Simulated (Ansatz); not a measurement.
SnS: gradients before and after relaxing the atoms

Start: a Materials Project structure (computed, not necessarily an observed phase), atoms as given.

```cif
data_SnS
_symmetry_space_group_name_H-M 'Pnma'
_symmetry_Int_Tables_number 62
_cell_length_a 11.3920
_cell_length_b 3.9569
_cell_length_c 4.5328
_cell_angle_alpha 90.000
_cell_angle_beta 90.000
_cell_angle_gamma 90.000
loop_
_atom_site_label
_atom_site_type_symbol
_atom_site_symmetry_multiplicity
_atom_site_Wyckoff_symbol
_atom_site_fract_x
_atom_site_fract_y
_atom_site_fract_z
Sn Sn 4 c 0.6216 0.2500 0.3695
S S 4 c 0.3475 0.2500 0.0106
```

One atom of each set is listed.

Level of theory: DFT, r2SCAN, plane waves and PAW, scalar-relativistic, 500 eV cutoff, Γ-centred 3×8×7 k-points, Fermi–Dirac smearing 0.01 eV (Ansatz 0.2.0).

The largest force at the start is 0.027 eV/Å. Relaxing the ions at fixed cell moves them by 0.013 Å at most (atom 4, Sn) and 0.010 Å rms.

```tsv
site	moved (Å)	first shell before	first shell after	V_zz before (10²¹ V/m²)	η before
Sn	0.013	3 S at 2.63–2.65 Å	3 S at 2.64 Å	-13.79	0.29
S	0.007	3 Sn at 2.63–2.65 Å	3 Sn at 2.64 Å	-4.44	0.05
```

Question: What are V_zz and η after the relaxation?

Answer: 

```json
{"site": "Sn", "V_zz after": "-13.59", "η after": "0.33", "change of V_zz": "+0.20"}
{"site": "S", "V_zz after": "-4.48", "η after": "0.01", "change of V_zz": "-0.04"}
```

The largest change of V_zz is on Sn, from -13.79 to -13.59. In per cent, |V_zz| changes by -1 on Sn, +1 on S (all sites that start above 0.5).

Without spin–orbit coupling (the program notes it for Sn) the gradients are little affected as a rule: paired runs on crystals with a gap mostly move them by under 2 % at such atoms. With these PAW files V_zz is typically within 2 to 3 % of all-electron values, but misses above 10 % occur on Sn.
